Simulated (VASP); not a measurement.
Computed with PBE GGA, VASP's PBE PAW potentials (set 64) (plane waves; VASP).

Input for VASP

### KPOINTS
```
kpoints
0
Gamma
 8 8 8
```

**INCAR**
```
ALGO  =  Normal
EDIFF  =  1E-6
EDIFFG  =  -0.02
ENCUT  =  620
GGA  =  PE
IBRION  =  2
ISIF  =  3
ISMEAR  =  0
LASPH  =  .True.
LCHARG  =  .False.
LREAL  =  .False.
LWAVE  =  .False.
NELM  =  100
NSW  =  40
PREC  =  Accurate
PSTRESS  =  450
SIGMA  =  0.05
SYSTEM  =  CaF2
```

**POSCAR**
```
CaF2
1.0
  0.0000000000   2.5550289605   2.5550289605
  2.5550289605   0.0000000000   2.5550289605
  2.5550289605   2.5550289605   0.0000000000
Ca F
1 2
Cartesian
  0.0000000000   0.0000000000   0.0000000000
  1.2775144803   1.2775144803   1.2775144803
  3.8325434408   3.8325434408   3.8325434408
```

POTCAR, in this order: Ca_sv F (PBE.64 set). Program: vasp_std.

The run wrote:

OSZICAR:
```
       N       E                     dE             d eps       ncg     rms          rms(c)
DAV:   1     0.251107680686E+03    0.25111E+03   -0.15722E+04   928   0.180E+03
DAV:   2    -0.765167685131E+01   -0.25876E+03   -0.25272E+03  1168   0.442E+02
DAV:   3    -0.176641370720E+02   -0.10012E+02   -0.10003E+02  1088   0.975E+01
DAV:   4    -0.180075941108E+02   -0.34346E+00   -0.34337E+00  1504   0.133E+01
DAV:   5    -0.180103632910E+02   -0.27692E-02   -0.27692E-02  1088   0.136E+00    0.804E+00
DAV:   6    -0.166588493428E+02    0.13515E+01   -0.65171E+00   936   0.200E+01    0.290E+00
DAV:   7    -0.166538617559E+02    0.49876E-02   -0.19845E-01  1224   0.403E+00    0.160E+00
DAV:   8    -0.166674328615E+02   -0.13571E-01   -0.35698E-02  1112   0.243E+00    0.203E-01
DAV:   9    -0.166704218196E+02   -0.29890E-02   -0.65775E-03  1184   0.752E-01    0.116E-01
DAV:  10    -0.166711153452E+02   -0.69353E-03   -0.10616E-03  1288   0.278E-01    0.563E-02
DAV:  11    -0.166711498440E+02   -0.34499E-04   -0.21134E-04  1032   0.155E-01    0.865E-03
DAV:  12    -0.166711551161E+02   -0.52721E-05   -0.17379E-05  1432   0.371E-02    0.390E-03
DAV:  13    -0.166711554536E+02   -0.33749E-06   -0.13551E-06   960   0.122E-02
   1 F= -.73015909E+01 E0= -.73015909E+01  d E =-.730159E+01
       N       E                     dE             d eps       ncg     rms          rms(c)
DAV:   1    -0.200177893385E+02   -0.33466E+01   -0.11689E+02  1040   0.116E+02    0.170E+01
DAV:   2    -0.157018512377E+02    0.43159E+01   -0.16876E+01   928   0.368E+01    0.498E+00
DAV:   3    -0.152442501080E+02    0.45760E+00   -0.11264E+00  1392   0.131E+01    0.164E+00
DAV:   4    -0.152140476250E+02    0.30202E-01   -0.39795E-01  1544   0.536E+00    0.598E-01
DAV:   5    -0.152151798669E+02   -0.11322E-02   -0.51558E-03  1032   0.795E-01    0.579E-01
DAV:   6    -0.152304493801E+02   -0.15270E-01   -0.17527E-02  1624   0.821E-01    0.474E-01
DAV:   7    -0.152316492596E+02   -0.11999E-02   -0.10779E-02  1352   0.119E+00    0.928E-02
DAV:   8    -0.152316492357E+02    0.23881E-07   -0.36656E-04  1032   0.223E-01    0.718E-02
DAV:   9    -0.152316506156E+02   -0.13799E-05   -0.17315E-05  1440   0.310E-02    0.658E-02
DAV:  10    -0.152316556082E+02   -0.49927E-05   -0.35543E-04  1160   0.217E-01    0.195E-02
DAV:  11    -0.152316589105E+02   -0.33023E-05   -0.29680E-05  1176   0.570E-02    0.880E-03
DAV:  12    -0.152316585128E+02    0.39771E-06   -0.92992E-07   656   0.115E-02
   2 F= -.72059808E+01 E0= -.72059808E+01  d E =0.956101E-01
       N       E                     dE             d eps       ncg     rms          rms(c)
DAV:   1    -0.176665427331E+02   -0.24349E+01   -0.38291E+01  1144   0.681E+01    0.927E+00
DAV:   2    -0.163594683292E+02    0.13071E+01   -0.53191E+00  1024   0.202E+01    0.280E+00
DAV:   3    -0.161919452554E+02    0.16752E+00   -0.32414E-01  1408   0.695E+00    0.951E-01
DAV:   4    -0.161793218754E+02    0.12623E-01   -0.18579E-01  1432   0.336E+00    0.429E-01
DAV:   5    -0.161786775697E+02    0.64431E-03   -0.23256E-03  1112   0.542E-01    0.509E-01
DAV:   6    -0.161850163704E+02   -0.63388E-02   -0.10002E-02  1424   0.110E+00    0.522E-02
DAV:   7    -0.161850570652E+02   -0.40695E-04   -0.27386E-04  1048   0.173E-01    0.401E-02
DAV:   8    -0.161850703796E+02   -0.13314E-04   -0.22320E-05  1192   0.613E-02    0.991E-03
DAV:   9    -0.161850699644E+02    0.41513E-06   -0.64830E-06  1024   0.218E-02
   3 F= -.74080171E+01 E0= -.74080171E+01  d E =-.106426E+00
       N       E                     dE             d eps       ncg     rms          rms(c)
DAV:   1    -0.161738631798E+02    0.11207E-01   -0.85000E-03  1120   0.100E+00    0.140E-01
DAV:   2    -0.161735653095E+02    0.29787E-03   -0.12422E-03  1000   0.309E-01    0.402E-02
DAV:   3    -0.161735307377E+02    0.34572E-04   -0.66642E-05  1344   0.103E-01    0.144E-02
DAV:   4    -0.161735288231E+02    0.19146E-05   -0.39887E-05  1456   0.501E-02    0.612E-03
DAV:   5    -0.161735286495E+02    0.17354E-06   -0.43167E-07   568   0.749E-03
   4 F= -.74080639E+01 E0= -.74080639E+01  d E =-.106473E+00
```

File OUTCAR:
```
------------------------ aborting loop because EDIFF is reached ----------------------------------------
  FORCE on cell =-STRESS in cart. coord.  units (eV):
  Direction    XX          YY          ZZ          XY          YZ          ZX
  --------------------------------------------------------------------------------------
  Total        8.7591947      8.7591947      8.7591947      0.0000000     -0.0000000     -0.0000000
  in kB      449.6781092    449.6781092    449.6781092      0.0000000     -0.0000000     -0.0000000
  external PRESSURE =      -0.3218908 kB  Pullay stress =     450.0000000 kB
  volume of cell :       31.21
      direct lattice vectors                 reciprocal lattice vectors
    -0.000000000  2.498893080  2.498893080    -0.200088593  0.200088593  0.200088593
     2.498893080 -0.000000000  2.498893080     0.200088593 -0.200088593  0.200088593
     2.498893080  2.498893080  0.000000000     0.200088593  0.200088593 -0.200088593
 POSITION                                       TOTAL-FORCE (eV/Angst)
 -----------------------------------------------------------------------------------
      2.49889     -0.00000      2.49889        -0.000000      0.000000      0.000000
      1.24945      1.24945      1.24945        -0.000000     -0.000000     -0.000000
      3.74834      3.74834      3.74834         0.000000     -0.000000      0.000000
 -----------------------------------------------------------------------------------
    total drift:                                0.000000     -0.000000      0.000000
  FREE ENERGIE OF THE ION-ELECTRON SYSTEM (eV)
  ---------------------------------------------------
  free  energy   TOTEN  =       -16.1735286495 eV

  energy  without entropy=      -16.1735286495  energy(sigma->0) =      -16.17352865
  enthalpy is  TOTEN    =        -7.4080638513 eV   P V=        8.7654647983

 reached required accuracy - stopping structural energy minimisation
```
(Selected blocks of OUTCAR.)

### CONTCAR
```
CaF2
   1.00000000000000
    -0.0000000000000000    2.4988930795457978    2.4988930795457978
     2.4988930795457978   -0.0000000000000000    2.4988930795457978
     2.4988930795457978    2.4988930795457978    0.0000000000000000
  Ca              F
     1     2
Direct
     0.0000000000000000    1.0000000000000000    0.0000000000000000
     0.2500000000000000    0.2500000000000000    0.2500000000000000
     0.7500000000000000    0.7500000000000000    0.7500000000000000
```

Energy and stress use the plane-wave basis of the starting cell.

The compound is CaF2 in the fluorite structure. This run relaxes it under an external pressure of 45 GPa. Symmetry was kept, so distortions that lower it aren't found.
